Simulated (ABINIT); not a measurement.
Fe:

```
Fe
1.0
     0.00000    1.94174    1.96511
     1.49844    0.00000    1.96511
     1.49844    1.94174    0.00000
Fe
1
Direct
  0.00000 0.00000 0.00000
```

Base run:

- Program: ABINIT 10.8.3 (patched build)
- Functional: PBE
- Potentials or basis: JTH PAW PBE v2.0
- Cutoff: 707 eV
- k mesh: 13 × 13 × 13
- Occupations: fermi-dirac, width 0.2 eV
- Spin: collinear spin, ferromagnetic start
- Starting moments: [3.0] μB

Its results: band gap on the k mesh none (metal or under the smearing width); pressure -1.0 GPa; net moment 2.16 μB per cell; site moments Fe +2.21 μB.

Q: The run is repeated on the same cell with these changes: occupations from fermi-dirac, width 0.2 eV to methfessel-paxton, width 0.2 eV. What comes out?

A: Band gap on the k mesh none (metal or under the smearing width); pressure -1.9 GPa; net moment 2.17 μB per cell; site moments Fe +2.23 μB.
